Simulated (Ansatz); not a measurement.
Sb: pressure against volume, fitted

```xyz
1
Lattice="3.1600 0.0000 0.0000 0.0000 3.1600 0.0000 0.0000 0.0000 3.1600" Properties=species:S:1:pos:R:3 pbc="T T T"
Sb    0.0000    0.0000    0.0000
```

The cell is COD entry 9013008, as deposited and not checked against the literature; nothing was relaxed.

Spin–orbit coupling is left out, though it moves levels of the heavy atoms by tenths of an eV or more.

Method: DFT, PBE, all-electron LAPW, scalar-relativistic in Ansatz 0.2.0.

Numerical set-up: a Γ-centred 13×13×13 k mesh, Fermi–Dirac smearing of 0.05 eV, basis error target 1 meV/atom, no spin polarisation.

The cell is scaled evenly. Fractional coordinates are held (clamped ions).

```json
{"V (Å³/atom)": "29.661", "P (GPa)": "0.67"}
{"V (Å³/atom)": "29.677", "P (GPa)": "0.63"}
{"V (Å³/atom)": "30.292", "P (GPa)": "-0.52"}
{"V (Å³/atom)": "30.608", "P (GPa)": "-1.06"}
{"V (Å³/atom)": "30.923", "P (GPa)": "-1.57"}
{"V (Å³/atom)": "31.239", "P (GPa)": "-2.05"}
{"V (Å³/atom)": "31.554", "P (GPa)": "-2.50"}
{"V (Å³/atom)": "31.870", "P (GPa)": "-2.92"}
{"V (Å³/atom)": "32.186", "P (GPa)": "-3.32"}
{"V (Å³/atom)": "32.501", "P (GPa)": "-3.69"}
{"V (Å³/atom)": "33.448", "P (GPa)": "-4.70"}
```

Question: Fit a third-order Birch–Murnaghan curve to the pressures.

Answer: P = (3B0/2)(y^(7/2) − y^(5/2))[1 + (3/4)(B0′ − 4)(y − 1)] with y = (V0/V)^(2/3) fits within 0.01 GPa for V0 = 30.006 Å³/atom, B0 = 55.9 GPa and B0′ = 4.76.

Question: Predict the pressure at the withheld volume, 32.817 Å³/atom.

Answer: There y = 0.9421, so the fit gives -4.05 GPa; the run gave -4.05 GPa.
